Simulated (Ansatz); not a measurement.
## Mg, bcc: how the functional moves the structure

All rows: Ansatz, plane waves with scalar-relativistic PAW, 420 eV (500 eV for the SCAN forms), relaxed under each functional, no dispersion correction, no zero-point motion. B₀ comes from uniform scaling at fixed shape; a dash is a value not given.

| functional | V (Å³/atom) | cell | B₀ (GPa) | magnetic state | ΔE to hcp (meV/atom) |
| --- | --- | --- | --- | --- | --- |
| PBE | 22.93 | a = 3.579 Å | 35 | spin not included | 26 |
| r²SCAN | 22.50 | a = 3.557 Å | 39 | spin not included | 24 |
| PBEsol | 22.48 | a = 3.556 Å | 37 | spin not included | 26 |
| LDA | 21.59 | a = 3.508 Å | 39 | spin not included | 28 |
| revPBE | 23.55 | a = 3.611 Å | 34 | spin not included | 28 |
| RPBE | 23.69 | a = 3.618 Å | 34 | spin not included | 28 |
| BLYP | 23.50 | a = 3.609 Å | 30 | spin not included | 34 |

LDA gives the smallest volume and RPBE the largest.
